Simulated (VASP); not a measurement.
# Ru (P6_3/mmc) in VASP: notebook

Runs on Ru. Level: LDA. Tasks: equation of state.

All numbers are computed with VASP 6.6.1; they aren't measurements. Logs are shortened: lines on timing, memory, paths and dates and some standing lists are left out, and cuts for length are marked.

### 1 The crystal as given

The structure is hexagonal, space group P6_3/mmc (No. 194). The conventional cell has a = 2.684 Å, b = 2.684 Å, c = 4.209 Å, α = 90.00°, β = 90.00°, γ = 120.00°. Ru (site symmetry -6m2) has 12 Ru at 2.61 to 2.68 Å as nearest neighbours.

### 2 Equation of state, LDA, 12.61 Å³/atom (a relaxed cell with its volume scaled by 0.96)

INCAR

```
  PREC = Accurate
  ENCUT = 520
  EDIFF = 1E-6
  ISMEAR = -1
  SIGMA = 0.05
  LREAL = False
  LASPH = True
  NELM = 100
  ALGO = Normal
  ISIF = 2
  LWAVE = False
  LCHARG = False
  GGA = CA
```

KPOINTS

```
regular mesh
0
Gamma
  10 10 6
```

POSCAR

```
Ru                                      
1.0
    2.6481133885      0.0000000000     -0.0000000000
   -1.3240566943      2.2933334666      0.0000000000
   -0.0000000000      0.0000000000      4.1518067632
  Ru            
     2
Direct
     0.6666666667000030    0.3333333332999970    0.7500000000000000
     0.3333333332999970    0.6666666667000030    0.2500000000000000
```

Potentials or basis: VASP PAW LDA potentials, release 64 (Ru_pv).

On the command line:

```bash
$ cat potpaw_LDA.64/Ru_pv/POTCAR > POTCAR
$ mpirun -np 1 vasp_std > vasp.out
```

OUTCAR:

```text
PREC = Accurate
   ENCUT = 520
   EDIFF = 1E-6
   ISMEAR = -1
   LREAL = False
   LASPH = True
   NELM = 100
   ISIF = 2
   GGA = CA

 ion  position               nearest neighbor table
   1  0.667  0.333  0.750-   2 2.58   2 2.58   2 2.58   2 2.58   2 2.58   2 2.58
   2  0.333  0.667  0.250-   1 2.58   1 2.58   1 2.58   1 2.58   1 2.58   1 2.58

  LATTYP: Found a hexagonal cell.
 ALAT       =     2.6481133885
 C/A-ratio  =     1.5678357208

  Lattice vectors:

 A1 = (   2.6481133885,   0.0000000000,   0.0000000000)
 A2 = (  -1.3240566943,   2.2933334666,   0.0000000000)
 A3 = (   0.0000000000,   0.0000000000,   4.1518067632)

Analysis of symmetry for initial positions (statically):
=====================================================================
 Subroutine PRICEL returns:
 Original cell was already a primitive cell.

 Routine SETGRP: Setting up the symmetry group for a
 hexagonal supercell.

 Subroutine GETGRP returns: Found 24 space group operations
 (whereof 12 operations were pure point group operations)
 out of a pool of 24 trial point group operations.

The static configuration has the point symmetry D_3d.
 The point group associated with its full space group is D_6h.

Analysis of symmetry for dynamics (positions and initial velocities):
=====================================================================
 Subroutine PRICEL returns:
 Original cell was already a primitive cell.

 Routine SETGRP: Setting up the symmetry group for a
 hexagonal supercell.

 Subroutine GETGRP returns: Found 24 space group operations
 (whereof 12 operations were pure point group operations)
 out of a pool of 24 trial point group operations.

The dynamic configuration has the point symmetry D_3d.
 The point group associated with its full space group is D_6h.

 Subroutine INISYM returns: Found 24 space group operations
 (whereof 12 operations are pure point group operations),
 and found     1 'primitive' translations

----------------------------------------------------------------------------------------

                                     Primitive cell

  volume of cell :      25.2140

  direct lattice vectors                    reciprocal lattice vectors
     2.648113389  0.000000000  0.000000000     0.377627334  0.218023243  0.000000000
    -1.324056694  2.293333467  0.000000000     0.000000000  0.436046486  0.000000000
     0.000000000  0.000000000  4.151806763     0.000000000  0.000000000  0.240858994

  length of vectors
     2.648113389  2.648113389  4.151806763     0.436046486  0.436046486  0.240858994

  position of ions in fractional coordinates (direct lattice)
     0.666666667  0.333333333  0.750000000
     0.333333333  0.666666667  0.250000000

  ion indices of the primitive-cell ions
   primitive index   ion index
                 1           1
                 2           2

----------------------------------------------------------------------------------------

 KPOINTS: regular mesh

Automatic generation of k-mesh.
 Grid dimensions read from file:
 generate k-points for:   10   10    6

 Generating k-lattice:

  Cartesian coordinates                     Fractional coordinates (reciprocal lattice)
     0.037762733  0.021802324  0.000000000     0.100000000 -0.000000000  0.000000000
     0.000000000  0.043604649  0.000000000     0.000000000  0.100000000  0.000000000
     0.000000000  0.000000000  0.040143166     0.000000000  0.000000000  0.166666667

  Length of vectors
     0.043604649  0.043604649  0.040143166

  Shift w.r.t. Gamma in fractional coordinates (k-lattice)
     0.000000000  0.000000000  0.000000000

 Subroutine IBZKPT returns following result:
 ===========================================

 Found     56 irreducible k-points:

 Following reciprocal coordinates:
            Coordinates               Weight
  0.000000  0.000000  0.000000      1.000000
  0.100000  0.000000  0.000000      6.000000
  0.200000  0.000000  0.000000      6.000000
  0.300000  0.000000  0.000000      6.000000
  0.400000  0.000000  0.000000      6.000000
  0.500000 -0.000000  0.000000      3.000000
[... 16 lines left out ...]
  0.300000  0.100000  0.166667     24.000000
  0.400000  0.100000  0.166667     24.000000
 [... further k-points ...]
   k-points           NKPTS =     56   k-points in BZ     NKDIM =     56   number of bands    NBANDS=     18
   number of dos      NEDOS =    301   number of ions     NIONS =      2
   total plane-waves  NPLWV =  12800
   dimension x,y,z NGX =    20 NGY =   20 NGZ =   32
   dimension x,y,z NGXF=    40 NGYF=   40 NGZF=   64
   ions per type =               2
   NGX,Y,Z   is equivalent  to a cutoff of  12.56, 12.56, 12.81 a.u.
   NGXF,Y,Z  is equivalent  to a cutoff of  25.11, 25.11, 25.63 a.u.
 SYSTEM =  unknown system
   PREC   = accura    normal or accurate (medium, high low for compatibility)
   ISTART =      0    job   : 0-new  1-cont  2-samecut
   ICHARG =      2    charge: 1-file 2-atom 10-const
   ISPIN  =      1    spin polarized calculation?
   LNONCOLLINEAR =      F non collinear calculations
   LSORBIT =      F    spin-orbit coupling
   LASPH  =      T    aspherical Exc in radial PAW
   ENCUT  =  520.0 eV  38.22 Ry    6.18 a.u.   4.92  4.92  7.72*2*pi/ulx,y,z
   NELM   =    100;   NELMIN=  2; NELMDL= -5     # of ELM steps
   EDIFF  = 0.1E-05   stopping-criterion for ELM
   LREAL  =      F    real-space projection
   EDIFFG = 0.1E-04   stopping-criterion for IOM
   NSW    =      0    number of steps for IOM
   IBRION =     -1    ionic relax: 0-MD 1-quasi-New 2-CG
   NFREE  =      0    steps in history (QN), initial steepest desc. (CG)
   ISIF   =      2    stress and relaxation
   ISYM   =      2    0-nonsym 1-usesym 2-fastsym
   POTIM  = 0.5000    time-step for ionic-motion
   TEBEG  =    0.0;   TEEND  =   0.0 temperature during run
   PSTRESS=    0.0 pullay stress
   NELECT =      28.0000    total number of electrons
   NUPDOWN=      -1.0000    fix difference up-down
   EMIN   =  10.00;   EMAX   =-10.00  energy-range for DOS
   EFERMI =   0.00;   METHOD = LEGACY
   ISMEAR =    -1;   SIGMA  =   0.05  broadening in eV -4-tet -1-fermi 0-gaus
   EFERMI_NEDOS =   21; number of points for ismear=-14 and -15
   IALGO  =     38    algorithm
   IMIX   =      4    mixing-type and parameters
     AMIX     =   0.40;   BMIX     =  1.00
     AMIX_MAG =   1.60;   BMIX_MAG =  1.00
  volume/ion in A,a.u.               =      12.61        85.08
  Fermi-wavevector in a.u.,A,eV,Ry     =   1.695302  3.203657 39.103832  2.874051
  Thomas-Fermi vector in A             =   2.776371
   LORBIT       =      0    0 simple, 1 ext, 2 COOP (PROOUT), +10 PAW based schemes
   GGA     = CA    functional components
   LHFCALC =     F    Hartree Fock is set to
   AEXX    =    0.0000 exact exchange contribution
   IVDW    =     0    specifies the selected vdW correction
   LEPSILON=     F    determine dielectric tensor
   LRPA    =     F    only Hartree local field effects (RPA)
 non-spin polarized calculation
  energy-cutoff  :      520.00
  volume of cell :       25.21
 maximum number of plane-waves:       699
 NGX is ok and might be reduce to    20
   NGX =  9   NGY =  9   NGZ = 15

 number of electron      27.9999998 magnetization

 Free energy of the ion-electron system (eV)
  ---------------------------------------------------
  ext. energy  EPLUGINS =         0.00000000
  ---------------------------------------------------
  free energy    TOTEN  =       -21.32507525 eV

  energy without entropy =      -21.31148444  energy(sigma->0) =      -21.31827984

 E-fermi :  14.1354     XC(G=0): -14.8400

 val. band max:       14.1290598515   @ k =   0.1000   0.1000   0.3333
 cond. band min:      14.1656503804   @ k =   0.3000   0.1000   0.1667
 fundamental gap:      0.0365905289
 Fermi energy:        14.1353562578

 k-point     1 :       0.0000    0.0000    0.0000
  band No.  band energies     occupation
      1     -29.6893      2.00000
      2     -28.4780      2.00000
      3     -28.4780      2.00000
      4     -28.2506      2.00000
      5     -28.2506      2.00000
      6     -28.1831      2.00000
[... 10 lines left out ...]
     17      15.4390      0.00000
     18      15.6277      0.00000

 k-point     2 :       0.1000    0.0000    0.0000
  band No.  band energies     occupation
      1     -29.6456      2.00000
      2     -28.5691      2.00000
      3     -28.5090      2.00000
      4     -28.3454      2.00000
      5     -28.2622      2.00000
      6     -28.2045      2.00000
[... 10 lines left out ...]
     17      15.6007      0.00000
     18      18.0872      0.00000

 k-point     3 :       0.2000    0.0000    0.0000
  band No.  band energies     occupation
      1     -29.5226      2.00000
      2     -28.8075      2.00000
      3     -28.5866      2.00000
      4     -28.5858      2.00000
      5     -28.2957      2.00000
      6     -28.2687      2.00000
[... 10 lines left out ...]
     17      15.9110      0.00000
     18      20.8373      0.00000

 k-point     4 :       0.3000    0.0000    0.0000
  band No.  band energies     occupation
      1     -29.3452      2.00000
      2     -29.1014      2.00000
      3     -28.8682      2.00000
      4     -28.6775      2.00000
      5     -28.3732      2.00000
      6     -28.3409      2.00000
[... 375 lines left out ...]
      4     -28.6228      2.00000
      5     -28.3871      2.00000
      6     -28.3321      2.00000
[... 10 lines left out ...]
     17      15.9065      0.00000
     18      20.8208      0.00000

 k-point    23 :       0.3000    0.1000    0.1667
  band No.  band energies     occupation
      1     -29.3683      2.00000
      2     -29.1240      2.00000
      3     -28.9654      2.00000
      4     -28.7295      2.00000
      5     -28.4651      2.00000
      6     -28.4061      2.00000
[... 10 lines left out ...]
     17      16.4684      0.00000
     18      22.1313      0.00000

 k-point    24 :       0.4000    0.1000    0.1667
  band No.  band energies     occupation
      1     -29.4548      2.00000
      2     -29.2218      2.00000
      3     -28.9511      2.00000
      4     -28.7710      2.00000
      5     -28.5489      2.00000
      6     -28.4544      2.00000
[... 10 lines left out ...]
     17      18.0999      0.00000
     18      21.3760      0.00000

 [... further k-points ...]
[... 5 lines left out ...]
  --------------------------------------------------------------------------------------
  -------------------------------------------------------------------------------------
  Total        2.5251294      2.5251294      2.7229702     -0.0000000      0.0000000      0.0000000
  in kB      160.4550205    160.4550205    173.0264717     -0.0000000      0.0000000      0.0000000
  external PRESSURE =     164.6455043 kB  Pullay stress =       0.0000000 kB

 VOLUME and BASIS-vectors are now :
 -----------------------------------------------------------------------------
  energy-cutoff  :      520.00
  volume of cell :       25.21
      direct lattice vectors                 reciprocal lattice vectors
     2.648113389  0.000000000  0.000000000     0.377627334  0.218023243  0.000000000
    -1.324056694  2.293333467  0.000000000     0.000000000  0.436046486  0.000000000
     0.000000000  0.000000000  4.151806763     0.000000000  0.000000000  0.240858994

 POSITION                                       TOTAL-FORCE (eV/Angst)
 -----------------------------------------------------------------------------------
      1.32406      0.76444      3.11386         0.000000      0.000000      0.000000
     -0.00000      1.52889      1.03795        -0.000000      0.000000      0.000000
 -----------------------------------------------------------------------------------
    total drift:                               -0.000000      0.000000     -0.000000

  FREE ENERGIE OF THE ION-ELECTRON SYSTEM (eV)
  ---------------------------------------------------
  free  energy   TOTEN  =       -21.3250752463 eV

  energy  without entropy=      -21.3114844423  energy(sigma->0) =      -21.31827984
```

Wall time 16 s (1 thread of Intel Xeon Platinum 8375C at 2.90GHz (Ice Lake), shared host); peak memory 0.13 GiB.

What came out:

| Item | Value |
| --- | --- |
| Free energy | -21.3251 eV |
| Pressure | 16.5 GPa |
| Band gap on the k mesh | none (metal or under the smearing width) |

### 3 Equation of state, LDA, 12.87 Å³/atom (a relaxed cell with its volume scaled by 0.98)

INCAR is that of step 2.

KPOINTS is that of step 2.

POSCAR

```
Ru                                      
1.0
    2.6663768166      0.0000000000     -0.0000000000
   -1.3331884083      2.3091500593      0.0000000000
   -0.0000000000      0.0000000000      4.1804408182
  Ru            
     2
Direct
     0.6666666667000030    0.3333333332999970    0.7500000000000000
     0.3333333332999970    0.6666666667000030    0.2500000000000000
```

Potentials or basis: VASP PAW LDA potentials, release 64 (Ru_pv).

On the command line:

```bash
$ cat potpaw_LDA.64/Ru_pv/POTCAR > POTCAR
$ mpirun -np 1 vasp_std > vasp.out
```

It took 20 s on 1 thread of Intel Xeon Platinum 8375C at 2.90GHz (Ice Lake), shared host; peak memory 0.14 GiB.

Results (log left out):

```yaml
Free_energy: -21.3651 eV
Pressure: 7.7 GPa
Band_gap_on_the_k_mesh: none (metal or under the smearing width)
```

### 4 Equation of state, LDA, 13.13 Å³/atom

INCAR is that of step 3.

KPOINTS is that of step 3.

POSCAR

```
Ru                                      
1.0
    2.6843934227      0.0000000000     -0.0000000000
   -1.3421967114      2.3247528979      0.0000000000
   -0.0000000000      0.0000000000      4.2086878968
  Ru            
     2
Direct
     0.6666666667000030    0.3333333332999970    0.7500000000000000
     0.3333333332999970    0.6666666667000030    0.2500000000000000
```

On the command line:

```bash
$ cat potpaw_LDA.64/Ru_pv/POTCAR > POTCAR
$ mpirun -np 1 vasp_std > vasp.out
```

Run time: 14 s. Hardware: 1 thread of Intel Xeon Platinum 8375C at 2.90GHz (Ice Lake), shared host; peak memory 0.13 GiB.

The run converged. Its results:

```
Free energy            : -21.3780 eV
Pressure               : -0.1 GPa
Band gap on the k mesh : none (metal or under the smearing width)
```

### 5 Equation of state, LDA, 13.39 Å³/atom (a relaxed cell with its volume scaled by 1.02)

INCAR is that of step 4.

KPOINTS is that of step 4.

POSCAR

```
Ru                                      
1.0
    2.7021713807      0.0000000000     -0.0000000000
   -1.3510856903      2.3401490611      0.0000000000
   -0.0000000000      0.0000000000      4.2365608143
  Ru            
     2
Direct
     0.6666666667000030    0.3333333332999970    0.7500000000000000
     0.3333333332999970    0.6666666667000030    0.2500000000000000
```

On the command line:

```bash
$ cat potpaw_LDA.64/Ru_pv/POTCAR > POTCAR
$ mpirun -np 1 vasp_std > vasp.out
```

It took 15 s on 1 thread of Intel Xeon Platinum 8375C at 2.90GHz (Ice Lake), shared host; peak memory 0.14 GiB.

The run converged. Its results:

```
Free energy            : -21.3668 eV
Pressure               : -7.0 GPa
Band gap on the k mesh : none (metal or under the smearing width)
```

### 6 Equation of state, LDA, 13.66 Å³/atom (a relaxed cell with its volume scaled by 1.04)

INCAR is that of step 5.

KPOINTS is that of step 5.

POSCAR

```
Ru                                      
1.0
    2.7197184398      0.0000000000     -0.0000000000
   -1.3598592199      2.3553452600      0.0000000000
   -0.0000000000      0.0000000000      4.2640717203
  Ru            
     2
Direct
     0.6666666667000030    0.3333333332999970    0.7500000000000000
     0.3333333332999970    0.6666666667000030    0.2500000000000000
```

Potentials or basis: VASP PAW LDA potentials, release 64 (Ru_pv).

On the command line:

```bash
$ cat potpaw_LDA.64/Ru_pv/POTCAR > POTCAR
$ mpirun -np 1 vasp_std > vasp.out
```

It took 15 s on 1 thread of Intel Xeon Platinum 8375C at 2.90GHz (Ice Lake), shared host; peak memory 0.14 GiB.

It converged, with:

| Item | Value |
| --- | --- |
| Free energy | -21.3342 eV |
| Pressure | -13.1 GPa |
| Band gap on the k mesh | none (metal or under the smearing width) |

### 7 Equation of state, LDA

This step only gathers the single runs of the series.

What came out:

| Quantity | Value |
| --- | --- |
| Equilibrium volume | 13.14 Å³/atom |
| Bulk modulus at fixed shape and positions | 366 GPa |
| Pressure derivative of the bulk modulus | 4.9 (rough: it moves with the points fitted) |

Energy against volume, from the lowest point:
```tsv
volume (Å³/atom)	energy (meV/atom)
12.607	26.46
12.870	6.47
13.132	0.00
13.395	5.59
13.658	21.88
```

Caveat: the cell was scaled at fixed shape and fractional positions, which overstates the stiffness of a crystal with free parameters, most of all of layers and chains.
